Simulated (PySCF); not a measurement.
Match the calculated data to a structure.

All candidates are C6H8.

| technique | computed result |
| --- | --- |
| Polarisability | 93.8 au [CAM-B3LYP/aug-cc-pVTZ] |
| 1H NMR | chemical shifts (computed TMS as zero) by class: 6.83 (2 H), 6.62 (2 H), 5.57 (2 H), 5.44 (2 H) ppm [GIAO PBE0/pcSseg-2] |
| Rotational structure | rotational constants A, B, C: 26.785, 1.351, 1.286 GHz [PBE0-D3(BJ)/def2-TZVP] |
| UV, first state | lowest singlet excitation: 4.87 eV (254 nm, f = 1.116) [TDDFT CAM-B3LYP/aug-cc-pVTZ] |
| Triplet | lowest triplet excitation (Tamm–Dancoff): 2.58 eV [TDA CAM-B3LYP/aug-cc-pVTZ] |
| 13C NMR | chemical shifts (computed TMS as zero) by class: 150.3 (2 C), 146.2 (2 C), 128.3 (2 C) ppm [GIAO PBE0/pcSseg-2] |
| Dipole | 0.00 D [CAM-B3LYP/aug-cc-pVTZ] |

Gas-phase values; electronic properties from PySCF, density fitting. Levels stand in brackets. The structure is a single PBE0-D3(BJ)/def2-TZVP conformer in the gas phase; no vibrational or solvent corrections. Each NMR value is the plain mean over a class of atoms that symmetry, rotation or inversion makes alike.

Task: Which candidate is it?
A. `C1=CCCC=C1`
B. `C=C/C=C/C=C`
C. `C1CC2=C1CC2`

Result: B. It is `C=C/C=C/C=C`. Numbering: `[CH2:1]=[CH:2]/[CH:3]=[CH:4]/[CH:5]=[CH2:6]`. Its formula, C6H8, gives 3 degrees of unsaturation: 0 rings and 3 π bonds in the structure found. 6 carbons fall into 3 classes; from least to most shielded: alkene CH carbon [C2/C5] (150.3 ppm, 2 C), alkene CH carbon [C3/C4] (146.2 ppm, 2 C), terminal =CH2 carbon [C1/C6] (128.3 ppm, 2 C). Hydrogen classes from least to most shielded: 2 H on 2 alkene CH carbons, C2/C5 (6.83 ppm), 2 H on 2 alkene CH carbons, C3/C4 (6.62 ppm), 2 H on 2 terminal =CH2 carbons, C1/C6 (5.57 ppm), 2 H on 2 terminal =CH2 carbons, C1/C6 (5.44 ppm). S1 is mainly HOMO→LUMO (weight 0.98); the largest Löwdin shares of the orbital it empties are 0.16 on each of 2 atoms of one kind (alkene CH carbon) and 0.16 on each of 2 atoms of one kind (terminal =CH2 carbon), of the orbital it fills 0.17 on each of 2 atoms of one kind (terminal =CH2 carbon) and 0.14 on each of 2 atoms of one kind (alkene CH carbon). The vanishing dipole is forced by symmetry. The optimised geometry has point group C2h and is an asymmetric top.

The others, at the same levels:
- `C1CC2=C1CC2` fails: it has 2 carbon classes against 3; its computed 13C shifts are 176.9 (2 C), 46.7 (4 C) ppm, 1H shifts are 3.47 (8 H) ppm and lowest singlet excitation is 5.80 eV (214 nm, f = 0.004) (against 4.87 eV).
- `C1=CCCC=C1` fails: its computed lowest triplet excitation (Tamm–Dancoff) is 2.91 eV (against 2.58 eV), static isotropic polarisability is 69.9 au (against 93.8 au) and rotational constant A is 5.139 GHz (against 26.785 GHz).

Each candidate is one conformer, not necessarily the lowest. The conformers computed, where there is a choice (atom-mapped SMILES and torsion angles):
- `[CH2:1]=[CH:2]/[CH:3]=[CH:4]/[CH:5]=[CH2:6]`: C1–C2–C3–C4 180°, C3–C4–C5–C6 180°
